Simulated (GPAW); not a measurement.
Input of a GPAW 26.7.0 run:

The input run.py:

```python
from ase.dft.bandgap import bandgap
from ase.io import read, write
from ase.units import Bohr, GPa
from gpaw import GPAW, PW
from gpaw.elf import elf_from_dft_calculation

atoms = read('POSCAR')

calc = GPAW(mode=PW(600),
            xc='PBE',
            kpts={'size': (7, 7, 7), 'gamma': True},
            occupations={'name': 'methfessel-paxton', 'order': 0, 'width': 0.05},
            nbands=16,
            convergence={'density': 1e-05, 'energy': 1e-05},
            maxiter=150,
            txt='gpaw.txt')
atoms.calc = calc
energy = atoms.get_potential_energy()
forces = atoms.get_forces()
stress = atoms.get_stress()
calc.write('gs.gpw')
write('result.traj', atoms)
print(f'Energy: {energy:.6f} eV')
print('Forces (eV/A):')
print(forces.round(4))
print('Stress (GPa):', (stress / GPa).round(3))
print('Fermi level:', round(calc.get_fermi_level(), 4), 'eV')
print(f'Gap: {bandgap(calc)[0]:.4f} eV, direct: {bandgap(calc, direct=True)[0]:.4f} eV')

# fields on the real-space grid
write('density.cube', atoms, data=calc.get_pseudo_density() * Bohr**3)
write('potential.cube', atoms, data=calc.get_electrostatic_potential())
write('elf.cube', atoms, data=elf_from_dft_calculation(calc).data)
```

File POSCAR:

```
RbBr
1.0
    0.0000000000      3.4270000000      3.4270000000
    3.4270000000      0.0000000000      3.4270000000
    3.4270000000      3.4270000000      0.0000000000
Rb Br
1 1
Direct
    0.0000000000      0.0000000000      0.0000000000
    0.5000000000      0.5000000000      0.5000000000
```

Potentials or basis: GPAW PAW data sets (gpaw-data 1.2.1), pw.

Launch:

```console
$ OMP_NUM_THREADS=1 python run.py
```

(1) What does it give for the pressure?

(2) Estimate the band gap on the k mesh.

## Answers

(1) 1.0 GPa.

(2) 4.37 eV, direct.

Caveat: an odd mesh through Γ misses points on the zone boundary, where band edges often lie.
